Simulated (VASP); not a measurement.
# Si2Mo (I4/mmm) in VASP: a series of runs, part 2 of 2

VASP 6.6.1. Earlier steps stand in the parts before.

## (4) Vibrations by finite differences, PBE

This run uses another cell than the first one, of 13.58 Å³/atom, 1.012 times its volume.

Contents of INCAR:

```
SYSTEM = Si2Mo
PREC = Accurate ; ENCUT = 520
EDIFF = 1E-8 ; ISMEAR = 0
SIGMA = 0.1 ; LREAL = .False.
LASPH = .True. ; NELM = 60
ALGO = Fast ; ISIF = 3
LWAVE = .False. ; LCHARG = .False.
GGA = PE ; IBRION = 6
NFREE = 2 ; POTIM = 0.015
NSW = 1 ; KPAR = 4
```

Contents of KPOINTS:

```
regular mesh
0
Gamma
  18 18 18
  0 0 0
```

Contents of POSCAR:

```
Si2Mo                                   
1.0
   -1.6096808590      1.6096808590      3.9315581669
    1.6096808590     -1.6096808590      3.9315581669
    1.6096808590      1.6096808590     -3.9315581669
  Si              Mo            
     2     1
Direct
     0.3351663198314156    0.3351663198314156    0.0000000000000000
     0.6648336801685844    0.6648336801685844    0.0000000000000000
     0.0000000000000000    0.0000000000000000    0.0000000000000000
```

Potentials or basis: VASP PAW PBE potentials, release 64 (Si, Mo_sv).

The run is started by

```console
cat potpaw_PBE.64/Si/POTCAR potpaw_PBE.64/Mo_sv/POTCAR > POTCAR
mpirun -np 4 vasp_std > vasp.out
```

OUTCAR:

```text
SYSTEM = Si2Mo
   PREC = Accurate
   ENCUT = 520
   EDIFF = 1E-8
   ISMEAR = 0
   LREAL = .False.
   LASPH = .True.
   NELM = 60
   ISIF = 3
   GGA = PE
   IBRION = 6
   NFREE = 2
   POTIM = 0.015
   NSW = 1

 ion  position               nearest neighbor table
   1  0.335  0.335  0.000-   2 2.59   3 2.62   3 2.62   3 2.62   3 2.62   3 2.64   2 2.64   2 2.64
                             2 2.64   2 2.64
   2  0.665  0.665  0.000-   1 2.59   3 2.62   3 2.62   3 2.62   3 2.62   3 2.64   1 2.64   1 2.64
                             1 2.64   1 2.64
   3  0.000  0.000  0.000-   2 2.62   1 2.62   2 2.62   1 2.62   2 2.62   1 2.62   1 2.62   2 2.62
                             1 2.64   2 2.64

  LATTYP: Found a body centered tetragonal cell.
 ALAT       =     3.2193617180
 C/A-ratio  =     2.4424457463

  Lattice vectors:

 A1 = (  -1.6096808590,   1.6096808590,   3.9315581669)
 A2 = (   1.6096808590,  -1.6096808590,   3.9315581669)
 A3 = (   1.6096808590,   1.6096808590,  -3.9315581669)

Analysis of symmetry for initial positions (statically):
=====================================================================
 Subroutine PRICEL returns:
 Original cell was already a primitive cell.

 Routine SETGRP: Setting up the symmetry group for a
 body centered tetragonal supercell.

 Subroutine GETGRP returns: Found 16 space group operations
 (whereof 16 operations were pure point group operations)
[... 817 lines left out ...]
  external PRESSURE =       1.6440016 kB  Pullay stress =       0.0000000 kB
[... 18 lines left out ...]
  FREE ENERGIE OF THE ION-ELECTRON SYSTEM (eV)
  ---------------------------------------------------
  free  energy   TOTEN  =       -23.2607269794 eV

  energy  without entropy=      -23.2595675919  energy(sigma->0) =      -23.26014729

 INTERNAL STRAIN TENSORS FROM STRAINED CELLS
 ============================================

 INTERNAL STRAIN TENSOR FOR ION    1 for displacements in x,y,z  (eV/Angst):
          X           Y           Z          XY          YZ          ZX
  --------------------------------------------------------------------------------
  x     0.00000     0.00000    -0.00000     0.00000    -0.00000     1.61906
  y    -0.00000    -0.00000    -0.00000     0.00000     1.63499    -0.00000
  z     1.89244     1.89206     3.36204    -0.00037    -0.00010    -0.00012

 INTERNAL STRAIN TENSORS FROM DISPLACED ATOMS
 ============================================

 INTERNAL STRAIN TENSOR FOR ION    1 for displacements in x,y,z  (eV/Angst):
          X           Y           Z          XY          YZ          ZX
  --------------------------------------------------------------------------------
  x     0.00000     0.00000     0.00000     0.00000     0.00000     1.61113
  y     0.00000    -0.00000     0.00000     0.00000     1.61114     0.00000
  z     1.88626     1.88626     3.35568     0.00000     0.00000     0.00000

 INTERNAL STRAIN TENSOR FOR ION    3 for displacements in x,y,z  (eV/Angst):
          X           Y           Z          XY          YZ          ZX
  --------------------------------------------------------------------------------
  x     0.00000     0.00000     0.00000     0.00000     0.00000     0.00000
  y     0.00000     0.00000     0.00000     0.00000     0.00000     0.00000
  z     0.00000     0.00000     0.00000     0.00000     0.00000     0.00000

 Eigenvectors and eigenvalues of the dynamical matrix
 ----------------------------------------------------

   1 f  =   12.764393 THz    80.201046 2PiTHz  425.774315 cm-1    52.789263 meV
             X         Y         Z           dx          dy          dz
      0.000000  0.000000  2.635452    -0.000000    0.000000   -0.707107
      0.000000  0.000000  5.227665    -0.000000    0.000000    0.707107
      0.000000  0.000000  0.000000     0.000000   -0.000000   -0.000000
[... 43 lines left out ...]
   9 f/i=    0.002183 THz     0.013717 2PiTHz    0.072822 cm-1     0.009029 meV
             X         Y         Z           dx          dy          dz
      0.000000  0.000000  2.635452     0.429846   -0.000000    0.000000
      0.000000  0.000000  5.227665     0.429846   -0.000000   -0.000000
      0.000000  0.000000  0.000000     0.794018   -0.000000    0.000000

--------------------------------------------------------------------------------------------------------

 ELASTIC MODULI CONTR FROM IONIC RELAXATION (kBar)
 Direction    XX          YY          ZZ          XY          YZ          ZX
 --------------------------------------------------------------------------------
 XX         -14.9440    -14.9440    -26.5855      0.0000     -0.0000      0.0000
 YY         -14.9440    -14.9440    -26.5855      0.0000     -0.0000      0.0000
 ZZ         -26.5855    -26.5855    -47.2959      0.0000     -0.0000      0.0000
 XY           0.0000      0.0000      0.0000      0.0000      0.0000      0.0000
 YZ          -0.0000     -0.0000     -0.0000      0.0000    -19.3643      0.0000
 ZX           0.0000      0.0000      0.0000      0.0000      0.0000    -19.3642
 --------------------------------------------------------------------------------

 TOTAL ELASTIC MODULI (kBar)
 Direction    XX          YY          ZZ          XY          YZ          ZX
 --------------------------------------------------------------------------------
 XX        3933.3567   1086.3621    876.7082      0.0000     -0.0000      0.0000
 YY        1086.3621   3933.3567    876.7082      0.0000     -0.0000      0.0000
 ZZ         876.7082    876.7082   4952.1506      0.0000     -0.0000      0.0000
 XY           0.0000      0.0000      0.0000   1882.3697      0.0000      0.0000
 YZ          -0.0000     -0.0000     -0.0000      0.0000   1935.6061      0.0000
 ZX           0.0000      0.0000      0.0000      0.0000      0.0000   1935.6063
 --------------------------------------------------------------------------------
```

It took 30 min on 4 MPI ranks of Intel Xeon 6975P-C (Granite Rapids), shared host; peak memory 1.5 GiB.

Results:

| Quantity | Value |
| --- | --- |
| Voigt bulk modulus | 206 GPa |
| Highest phonon frequency at Γ | 426 cm⁻¹ |

Phonon frequencies in cm⁻¹ (negative: imaginary):
```csv
q point,frequencies
"(0.000, 0.000, 0.000)",0 0 0 267 267 311 319 319 426
```

Elastic tensor in Voigt notation (GPa, in the Cartesian axes of the cell as first typed):
```
393 109  88   0   0   0
109 393  88   0   0   0
 88  88 495   0   0   0
  0   0   0 194   0   0
  0   0   0   0 194   0
  0   0   0   0   0 188
```

Clamped-ion elastic tensor (GPa):
```
395 110  90   0   0   0
110 395  90   0   0   0
 90  90 500   0   0   0
  0   0   0 195   0   0
  0   0   0   0 195   0
  0   0   0   0   0 188
```

Caveat: elastic constants of metals need much finer meshes, so these are rough.
